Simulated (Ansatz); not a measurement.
**Cu under changes of volume**

One of the cells (11.810 Å³/atom); the others are scaled copies at fixed shape and fractional positions:

```xyz
1
Lattice="0.0000 1.8075 1.8075 1.8075 0.0000 1.8075 1.8075 1.8075 0.0000" Properties=species:S:1:pos:R:3 pbc="T T T"
Cu    0.0000    0.0000    0.0000
```

```yaml
Program: Ansatz 0.2.0
Functional: r2SCAN
Potentials_or_basis: Ansatz PAW
Cutoff: "500 eV (not typed: the program's choice for these potentials)"
k_mesh: 13 × 13 × 13
Occupations: fermi-dirac, width 0.05 eV
Spin: no spin polarisation
```

| volume (Å³/atom) | energy over the lowest point (meV/atom) | pressure (GPa) |
| --- | --- | --- |
| 11.102 | 4.77 | 5.2 |
| 11.338 | 0.00 | 1.4 |
| 11.574 | 0.49 | -2.0 |
| 11.810 | 5.60 | -4.9 |
| 12.047 | 14.81 | -7.5 |
| 12.283 | ? | ? |
| 12.519 | 43.56 | -11.8 |

Task: What does the run at 12.283 Å³/atom give?

Result: Energy over the lowest point 27.60 meV/atom; pressure -9.8 GPa.

Worked out: A Birch-Murnaghan fit of order 3 (a polynomial in V^(-2/3)) to the other rows has its minimum at 11.43 Å³/atom with B0 = V·E''(V) = 164 GPa and B' = 5.1. It gives 27.61 meV/atom at 12.283 Å³/atom, against the run's 27.60, and -dE/dV = -9.8 GPa, against -9.8.

Energies are extrapolated to zero smearing.

Caveats: the PAW data sets come from PBE, with cores solved anew for the run's functional, which leaves a small shift of forces and pressure.
